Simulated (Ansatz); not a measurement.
Crystal: CoSi2.

```
Co Si
1.0
     0.00000    2.67800    2.67800
     2.67800    0.00000    2.67800
     2.67800    2.67800    0.00000
Co Si
1 2
Direct
  0.00000 0.00000 0.00000
  0.75000 0.75000 0.75000
  0.25000 0.25000 0.25000
```

Base run:

```yaml
Program: Ansatz 0.2.0
Functional: PBE
Potentials_or_basis: Ansatz PAW
Cutoff: "420 eV (not typed: the program's choice for these potentials)"
k_mesh: 7 × 7 × 7
Occupations: fermi-dirac, width 0.05 eV
Spin: collinear spin, ferromagnetic start
Starting_moments: "[2.5, 0.0, 0.0] μB"
Fixed_moment: 2.5 μB
```

Its results: pressure 20.0 GPa; site moments Co +1.42; Si +0.23 μB.

Problem. After a change of settings the same cell gave: pressure 4.8 GPa; site moments Co +0.57; Si +0.09 μB. Which change was it?
A. fixed moment from 2.5 μB to 1.5 μB; moments at the start from [2.5, 0.0, 0.0] to [1.5, 0.0, 0.0]
B. fixed moment from 2.5 μB to 3 μB; moments at the start from [2.5, 0.0, 0.0] to [3.0, 0.0, 0.0]
C. fixed moment from 2.5 μB to 1 μB; moments at the start from [2.5, 0.0, 0.0] to [1.0, 0.0, 0.0]
D. fixed moment from 2.5 μB to 4 μB; moments at the start from [2.5, 0.0, 0.0] to [4.0, 0.0, 0.0]

Solution. C.

Caveats: the total moment is fixed, so each spin has its own Fermi level; the thresholds are loose for stress.
